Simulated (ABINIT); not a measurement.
# How the form of the self-energy moves the gap of CaO (Lime), part 2 of 2

Wanted: the gap of CaO (Lime) under several approximations, with cost.

ABINIT 10.8.3; PBE and many-body steps on it, plane waves. Known limits of the many-body steps: not at the basis limit.

So far. Step 5 (G0W0, Hybertsen-Louie plasmon pole): Against G0W0 in ABINIT (6×6×6 mesh, 243 bands, screening to 304.8 eV, Godby-Needs plasmon pole), the gap moves by +0.357 eV. Step 6 (G0W0, von der Linden-Horsch plasmon pole): Against G0W0 in ABINIT (6×6×6 mesh, 243 bands, screening to 304.8 eV, Godby-Needs plasmon pole), the gap moves by +0.177 eV.

## (7) G0W0, Engel-Farid plasmon pole

Level of this step: G0W0 on PBE, plane waves, norm-conserving pseudopotentials (ABINIT).

run.abi

```
acell 3*1.0 Angstrom
rprim 
  -0.000000000000 2.406500000000 2.406500000000
  2.406500000000 -0.000000000000 2.406500000000
  2.406500000000 2.406500000000 -0.000000000000
ntypat 2
znucl 20 8
natom 2
typat 1 2
xred 
  0.000000000000 0.000000000000 0.000000000000
  0.500000000000 0.500000000000 0.500000000000
pp_dirpath "pseudos"
pseudos "Ca.upf, O.upf"
ecut 36
ngkpt 6 6 6
nshiftk 1
shiftk 0 0 0
kptopt 1
chksymbreak 0
istwfk *1
occopt 1
irdwfk 1
optdriver 4
nband 243
gwcalctyp 0
ecutsigx 36
symsigma 1
nkptgw 2
kptgw 
  0.0000000000 0.0000000000 0.0000000000
  0.5000000000 0.5000000000 0.0000000000
bdgw 
  6 12
  7 10
ecuteps 11.2
irdscr 1
ppmodel 4
indata_prefix "in"
outdata_prefix "out"
tmpdata_prefix "tmp"
```

Run with:

```console
> OMP_NUM_THREADS=1 mpirun -n 4 abinit run.abi > log
```

The program printed:

```text
.Version 10.8.3 of ABINIT. v10.8.2 released Aug 2026.

 Symmetries : space group Fm -3 m (#225); Bravais cF (face-center cubic)
[... echo of the input left out ...]
== DATASET  1 ==================================================================
-   mpi_nproc: 4, omp_nthreads: 1 (-1 if OMP is not activated)

--- !DatasetInfo
iteration_state: {dtset: 1, }
dimensions: {natom: 2, nkpt: 16, mband: 243, nsppol: 1, nspinor: 1, nspden: 1, mpw: 1964, }
cutoff_energies: {ecut:  36.0, pawecutdg:  -1.0, }
[...]
Band     E0 <VxcDFT>   SigX SigC(E0)      Z dSigC/dE  Sig(E)    E-E0       E
[...]
9   8.727 -11.430  -5.899  -4.460   0.859  -0.165 -10.511   0.919   9.646
       10  13.087 -16.112  -8.832  -5.265   0.837  -0.195 -14.425   1.687  14.774

== END DATASET(S) ==============================================================
================================================================================

 -outvars: echo values of variables after computation  --------
           etotal      0.0000000000E+00
            nband         243
             nkpt          16
          spgroup         225
 [... the other variables as echoed above ...]

 Calculation completed.
```

It took 26 s on 4 MPI ranks of Arm Neoverse V1, shared host; peak memory 1.9 GiB.

Numbers from this step:

* G0W0 gap on the points computed: 6.054 eV
* starting gap on the mesh: 3.662 eV
* k of the valence top: 0, 0, 0
* k of the conduction bottom: 0.5, 0.5, 0
* least direct G0W0 gap on the computed points: 6.406 eV

Against G0W0 in ABINIT (6×6×6 mesh, 243 bands, screening to 304.8 eV, Godby-Needs plasmon pole), the gap moves by +0.171 eV.

## (8) One-shot Hartree-Fock

This step: one-shot Hartree-Fock on PBE, plane waves, norm-conserving pseudopotentials.

Edit run.abi of step 7 so:

```diff
@@ -24,4 +24,4 @@
 optdriver 4
-nband 243
-gwcalctyp 0
+nband 12
+gwcalctyp 5
 ecutsigx 36
@@ -35,5 +35,4 @@
   7 10
-ecuteps 11.2
-irdscr 1
-ppmodel 4
+ixc_sigma 40
+fftgw 31
 indata_prefix "in"
```

The program printed:

```text
.Version 10.8.3 of ABINIT. v10.8.2 released Aug 2026.

 Symmetries : space group Fm -3 m (#225); Bravais cF (face-center cubic)
[... echo of the input left out ...]
== DATASET  1 ==================================================================
-   mpi_nproc: 4, omp_nthreads: 1 (-1 if OMP is not activated)

--- !DatasetInfo
iteration_state: {dtset: 1, }
dimensions: {natom: 2, nkpt: 16, mband: 12, nsppol: 1, nspinor: 1, nspden: 1, mpw: 1964, }
cutoff_energies: {ecut:  36.0, pawecutdg:  -1.0, }
[...]
Band     E0 <VxcDFT>   SigX SigC(E0)      Z dSigC/dE  Sig(E)    E-E0       E
[...]
9   8.727 -11.430  -5.899   0.000   1.000   0.000  -5.899   5.531  14.258
       10  13.087 -16.112  -8.832   0.000   1.000   0.000  -8.832   7.280  20.367

== END DATASET(S) ==============================================================
================================================================================

 -outvars: echo values of variables after computation  --------
           etotal      0.0000000000E+00
            nband          12
             nkpt          16
          spgroup         225
 [... the other variables as echoed above ...]

 Calculation completed.
```

The job ended after 2.7 s (4 MPI ranks; peak memory 0.16 GiB; 10 s of CPU time).

Numbers from this step:

```
quasiparticle gap on the points computed              : 14.42 eV
starting gap on the mesh                              : 3.662 eV
k of the valence top                                  : 0, 0, 0
k of the conduction bottom                            : 0, 0, 0
least direct quasiparticle gap on the computed points : 14.42 eV
```

Against G0W0 in ABINIT (6×6×6 mesh, 243 bands, screening to 304.8 eV, Godby-Needs plasmon pole), the gap moves by +8.539 eV.

## (9) Screening, 6×6×6 mesh, 243 bands, screening to 304.8 eV

This step: RPA screening on PBE, plane waves, norm-conserving pseudopotentials.

Edit run.abi of step 8 so:

```diff
@@ -23,16 +23,14 @@
 irdwfk 1
-optdriver 4
-nband 12
-gwcalctyp 5
-ecutsigx 36
-symsigma 1
-nkptgw 2
-kptgw 
-  0.0000000000 0.0000000000 0.0000000000
-  0.5000000000 0.5000000000 0.0000000000
-bdgw 
-  6 12
-  7 10
-ixc_sigma 40
-fftgw 31
+optdriver 3
+nband 243
+ecuteps 11.2
+inclvkb 2
+awtr 1
+symchi 1
+gwcalctyp 2
+nfreqre 16
+freqremax 40 eV
+nfreqim 8
+spmeth 1
+nomegasf 120
 indata_prefix "in"
```

The program printed:

```text
.Version 10.8.3 of ABINIT. v10.8.2 released Aug 2026.

 Symmetries : space group Fm -3 m (#225); Bravais cF (face-center cubic)
[... echo of the input left out ...]
== DATASET  1 ==================================================================
-   mpi_nproc: 4, omp_nthreads: 1 (-1 if OMP is not activated)

--- !DatasetInfo
iteration_state: {dtset: 1, }
dimensions: {natom: 2, nkpt: 16, mband: 243, nsppol: 1, nspinor: 1, nspden: 1, mpw: 1964, }
cutoff_energies: {ecut:  36.0, pawecutdg:  -1.0, }
electrons: {nelect:   1.60000000E+01, charge:   0.00000000E+00, occopt:   1.00000000E+00, tsmear:   1.00000000E-02, }

 SCREENING: Calculation of the susceptibility and dielectric matrices

 Based on a program developped by R.W. Godby, V. Olevano, G. Onida, and L. Reining.
 Incorporated in ABINIT by V. Olevano, G.-M. Rignanese, and M. Torrent.
.Using double precision arithmetic ; gwpc =  8

[... cell and pseudopotentials left out ...]
--------------------------------------------------------------------------------

 ==== K-mesh for the wavefunctions ====
 Number of points in the irreducible wedge :    16
[... list of points left out ...]
 Together with 48 symmetry operations and time-reversal symmetry
 yields   216 points in the full Brillouin Zone.

 ==== Q-mesh for the screening function ====
 Number of points in the irreducible wedge :    16
[... list of points left out ...]
 Together with 48 symmetry operations and time-reversal symmetry
 yields   216 points in the full Brillouin Zone.

 setmesh: FFT mesh size selected  =    27x   27x   27
          total number of points  =        19683

 vcoul_init : cutoff-mode = AUXILIARY_FUNCTION
 q-points for optical limit:   1
     1)      0.000010    0.000020    0.000030

- screening: taking advantage of time-reversal symmetry
- Maximum band index for partially occupied states nbvw = 8
- Remaining bands to be divided among processors   nbcw = 235
- Number of bands treated by each node ~58

 Number of electrons calculated from density =   16.0000; Expected =   16.0000
 average of density, n =  0.085062
 r_s =    1.4106
 omega_plasma =   28.1335 [eV]

 calculating chi0 at frequencies [eV] :
  1    0.000000E+00    0.000000E+00
  2    2.666667E+00    0.000000E+00
  3    5.333333E+00    0.000000E+00
[...]
23    0.000000E+00    7.165108E+01
 24    0.000000E+00    1.008855E+02

--------------------------------------------------------------------------------
  q-point number  1        q = ( 0.000000, 0.000000, 0.000000) [r.l.u.]
--------------------------------------------------------------------------------
[... chi0 elements left out ...]
  [... further frequencies ...]

 No. of calculated frequencies >  15, stop printing
 For q-point:  0.000010 0.000020 0.000030
  dielectric constant =   3.6462
  dielectric constant without local fields =   4.0171

  Average fulfillment of the sum rule on Im[epsilon] for q-point    1 :     86.89  [%]
[... wings left out ...]
  q-point number  2        q = ( 0.166667, 0.000000, 0.000000) [r.l.u.]
--------------------------------------------------------------------------------
[... chi0 elements left out ...]
  [... further frequencies ...]

 No. of calculated frequencies >  15, stop printing
  Average fulfillment of the sum rule on Im[epsilon] for q-point    2 :     89.79  [%]

 [... 14 further q-points ...]
```

Elapsed: 16 min, on 4 MPI ranks; peak memory 2.4 GiB.

This step gave:

- ε∞ with local fields, on this mesh, along the program's q direction: 3.646
- the same without local fields: 4.017
- plasma frequency: 28.13 eV
- plane waves in the screening matrix: 331

## (10) G0W0, contour deformation

This step: G0W0 on PBE, plane waves, norm-conserving pseudopotentials.

Edit run.abi of step 9 so:

```diff
@@ -23,14 +23,16 @@
 irdwfk 1
-optdriver 3
+optdriver 4
 nband 243
+gwcalctyp 2
+ecutsigx 36
+symsigma 1
+nkptgw 2
+kptgw 
+  0.0000000000 0.0000000000 0.0000000000
+  0.5000000000 0.5000000000 0.0000000000
+bdgw 
+  6 12
+  7 10
 ecuteps 11.2
-inclvkb 2
-awtr 1
-symchi 1
-gwcalctyp 2
-nfreqre 16
-freqremax 40 eV
-nfreqim 8
-spmeth 1
-nomegasf 120
+irdscr 1
 indata_prefix "in"
```

The program printed:

```text
.Version 10.8.3 of ABINIT. v10.8.2 released Aug 2026.

 Symmetries : space group Fm -3 m (#225); Bravais cF (face-center cubic)
[... echo of the input left out ...]
== DATASET  1 ==================================================================
-   mpi_nproc: 4, omp_nthreads: 1 (-1 if OMP is not activated)

--- !DatasetInfo
iteration_state: {dtset: 1, }
dimensions: {natom: 2, nkpt: 16, mband: 243, nsppol: 1, nspinor: 1, nspden: 1, mpw: 1964, }
cutoff_energies: {ecut:  36.0, pawecutdg:  -1.0, }
[...]
Band     E0 <VxcDFT>   SigX SigC(E0)      Z dSigC/dE  Sig(E)    E-E0       E
[...]
10  13.087 -16.112  -8.832  -5.026   0.787  -0.270 -14.338   1.774  14.861
       10   0.000   0.000   0.000  -0.002   0.000   0.000  -0.001  -0.001  -0.001

== END DATASET(S) ==============================================================
================================================================================

 -outvars: echo values of variables after computation  --------
           etotal      0.0000000000E+00
            nband         243
             nkpt          16
          spgroup         225
 [... the other variables as echoed above ...]

 Calculation completed.
```

It took 41 s on 4 MPI ranks; peak memory 3 GiB; 2.7 min of CPU time.

This step gave:

```yaml
g0w0_gap_on_the_points_computed: 5.814 eV
starting_gap_on_the_mesh: 3.662 eV
k_of_the_valence_top: 0, 0, 0
k_of_the_conduction_bottom: 0.5, 0.5, 0
least_direct_g0w0_gap_on_the_computed_points: 6.203 eV
```

Against G0W0 in ABINIT (6×6×6 mesh, 243 bands, screening to 304.8 eV, Godby-Needs plasmon pole), the gap moves by −0.069 eV.

## (11) Screening, 6×6×6 mesh, 243 bands, screening to 304.8 eV

This step: RPA screening on PBE, plane waves, norm-conserving pseudopotentials.

Edit run.abi of step 10 so:

```diff
@@ -23,16 +23,11 @@
 irdwfk 1
-optdriver 4
+optdriver 3
 nband 243
-gwcalctyp 2
-ecutsigx 36
-symsigma 1
-nkptgw 2
-kptgw 
-  0.0000000000 0.0000000000 0.0000000000
-  0.5000000000 0.5000000000 0.0000000000
-bdgw 
-  6 12
-  7 10
 ecuteps 11.2
-irdscr 1
+inclvkb 2
+awtr 1
+symchi 1
+gwcalctyp 1
+nfreqre 0
+nfreqim 16
 indata_prefix "in"
```

The program printed:

```text
.Version 10.8.3 of ABINIT. v10.8.2 released Aug 2026.

 Symmetries : space group Fm -3 m (#225); Bravais cF (face-center cubic)
[... echo of the input left out ...]
== DATASET  1 ==================================================================
-   mpi_nproc: 4, omp_nthreads: 1 (-1 if OMP is not activated)

--- !DatasetInfo
iteration_state: {dtset: 1, }
dimensions: {natom: 2, nkpt: 16, mband: 243, nsppol: 1, nspinor: 1, nspden: 1, mpw: 1964, }
cutoff_energies: {ecut:  36.0, pawecutdg:  -1.0, }
[...]
No. of calculated frequencies >  15, stop printing
 For q-point:  0.000010 0.000020 0.000030
  dielectric constant =   3.5646
  dielectric constant without local fields =   3.9237

  Average fulfillment of the sum rule on Im[epsilon] for q-point    1 :     86.88  [%]
[... wings left out ...]
  q-point number  2        q = ( 0.166667, 0.000000, 0.000000) [r.l.u.]
--------------------------------------------------------------------------------
[... chi0 elements left out ...]
  [... further frequencies ...]

 No. of calculated frequencies >  15, stop printing
  Average fulfillment of the sum rule on Im[epsilon] for q-point    2 :     89.79  [%]

 [... 14 further q-points ...]
```

It took 30 min on 4 MPI ranks; peak memory 2 GiB; 2 h of CPU time.

Numbers from this step:

```yaml
eps_infinity_with_local_fields_on_this_mesh_along_the_program_s_q_direction: 3.565
the_same_without_local_fields: 3.924
plasma_frequency: 28.13 eV
plane_waves_in_the_screening_matrix: 331
```

## (12) G0W0, analytic continuation

This step: G0W0 on PBE, plane waves, norm-conserving pseudopotentials.

Edit run.abi of step 11 so:

```diff
@@ -23,11 +23,18 @@
 irdwfk 1
-optdriver 3
+optdriver 4
 nband 243
+gwcalctyp 1
+ecutsigx 36
+symsigma 1
+nkptgw 2
+kptgw 
+  0.0000000000 0.0000000000 0.0000000000
+  0.5000000000 0.5000000000 0.0000000000
+bdgw 
+  6 12
+  7 10
 ecuteps 11.2
-inclvkb 2
-awtr 1
-symchi 1
-gwcalctyp 1
-nfreqre 0
-nfreqim 16
+irdscr 1
+nomegasi 12
+omegasimax 25 eV
 indata_prefix "in"
```

The program printed:

```text
.Version 10.8.3 of ABINIT. v10.8.2 released Aug 2026.

 Symmetries : space group Fm -3 m (#225); Bravais cF (face-center cubic)
[... echo of the input left out ...]
== DATASET  1 ==================================================================
-   mpi_nproc: 4, omp_nthreads: 1 (-1 if OMP is not activated)

--- !DatasetInfo
iteration_state: {dtset: 1, }
dimensions: {natom: 2, nkpt: 16, mband: 243, nsppol: 1, nspinor: 1, nspden: 1, mpw: 1964, }
cutoff_energies: {ecut:  36.0, pawecutdg:  -1.0, }
[...]
Band     E0 <VxcDFT>   SigX SigC(E0)      Z dSigC/dE  Sig(E)    E-E0       E
[...]
10   6.191 -16.112  -8.832  -5.037   0.817  -0.224 -14.300   1.812   8.003
       10   0.000   0.000   0.000  -0.038  -0.009  -0.013  -0.053  -0.053  -0.053

== END DATASET(S) ==============================================================
================================================================================

 -outvars: echo values of variables after computation  --------
           etotal      0.0000000000E+00
            nband         243
             nkpt          16
          spgroup         225
 [... the other variables as echoed above ...]

 Calculation completed.
```

Wall time 47 s (4 MPI ranks); peak memory 2.6 GiB; 3.1 min of CPU time.

This step gave:

```
G0W0 gap on the points computed              : 5.883 eV
starting gap on the mesh                     : 3.662 eV
k of the valence top                         : 0, 0, 0
k of the conduction bottom                   : 0.5, 0.5, 0
least direct G0W0 gap on the computed points : 6.287 eV
```

Against G0W0 in ABINIT (6×6×6 mesh, 243 bands, screening to 304.8 eV, Godby-Needs plasmon pole), the gap moves by +0.000 eV.

## (13) Side by side

Times are wall times on 4 MPI ranks of Arm Neoverse V1, shared host, good to a factor of about two. A run's time includes the screening step that it read.

| run | mesh | bands | screening cutoff (eV) | DFT gap (eV) | gap on the mesh (eV) | direct (eV) | ε∞ used | time |
| --- | --- | --- | --- | --- | --- | --- | --- | --- |
| G0W0, Godby-Needs plasmon pole | 6×6×6 | 243 | 304.8 | 3.662 | 5.883 | 6.291 | 3.56 | 7.6 min |
| G0W0, Hybertsen-Louie plasmon pole | 6×6×6 | 243 | 304.8 | 3.662 | 6.240 | 6.601 | 3.56 | 7.6 min |
| G0W0, von der Linden-Horsch plasmon pole | 6×6×6 | 243 | 304.8 | 3.662 | 6.060 | 6.437 | 3.56 | 6.8 min |
| G0W0, Engel-Farid plasmon pole | 6×6×6 | 243 | 304.8 | 3.662 | 6.054 | 6.406 | 3.56 | 6.8 min |
| one-shot Hartree-Fock | 6×6×6 | - | - | 3.662 | 14.422 | 14.422 | - | 2.7 s |
| G0W0, contour deformation | 6×6×6 | 243 | 304.8 | 3.662 | 5.814 | 6.203 | 3.65 | 17 min |
| G0W0, analytic continuation | 6×6×6 | 243 | 304.8 | 3.662 | 5.883 | 6.287 | 3.56 | 31 min |

## (14) Summary of results

- G0W0, Godby-Needs plasmon pole: 5.883 eV
- G0W0, Hybertsen-Louie plasmon pole: 6.240 eV
- G0W0, von der Linden-Horsch plasmon pole: 6.060 eV
- G0W0, Engel-Farid plasmon pole: 6.054 eV
- one-shot Hartree-Fock: 14.422 eV
- G0W0, contour deformation: 5.814 eV
- G0W0, analytic continuation: 5.883 eV
- known limits: not at the basis limit

G0W0, Hybertsen-Louie plasmon pole: +0.357 eV against G0W0, Godby-Needs plasmon pole. G0W0, von der Linden-Horsch plasmon pole: +0.177 eV against G0W0, Godby-Needs plasmon pole. G0W0, Engel-Farid plasmon pole: +0.171 eV against G0W0, Godby-Needs plasmon pole. One-shot Hartree-Fock: +8.539 eV against G0W0, Godby-Needs plasmon pole. G0W0, contour deformation: −0.069 eV against G0W0, Godby-Needs plasmon pole. G0W0, analytic continuation: no change against G0W0, Godby-Needs plasmon pole. Bare exchange alone opens the gap to 14.42 eV; against G0W0, correlation takes back 8.54 eV. Bands and cutoff are finite, so the gap is not at the basis limit. The miss can reach some tenths of an eV and take either sign; the mesh is an error of its own. In the G0W0 runs levels were corrected at 2 k points alone, so a gap called «on the mesh» is the least over those, and an edge elsewhere would be missed.

[Paths, hosts, dates, memory and timing lines, banners, echoed tables and standing remarks are left out of the program output.]

[Logs are printed without paths, hosts, clocks, repeated set-up lines and the standing remarks that a program may print on its own settings, such as how far it seeks lower states.]

[Runs of the session that timed out or met a known fault of the program may be left out.]

[Hosts, paths, dates, database ids (printed as entryN), source tags and the programs' standing remarks are cut or masked in the printed files.]

[G0W0 gaps are taken among the corrected bands and points alone; a level outside them can change the order at an edge.]

[Where Ansatz stands beside ABINIT at settings called matched, ABINIT's density can come from a denser mesh and the files from another edition; pairs whose starting gaps differed by over 0.03 eV were left out, so agreement reads better than it is.]
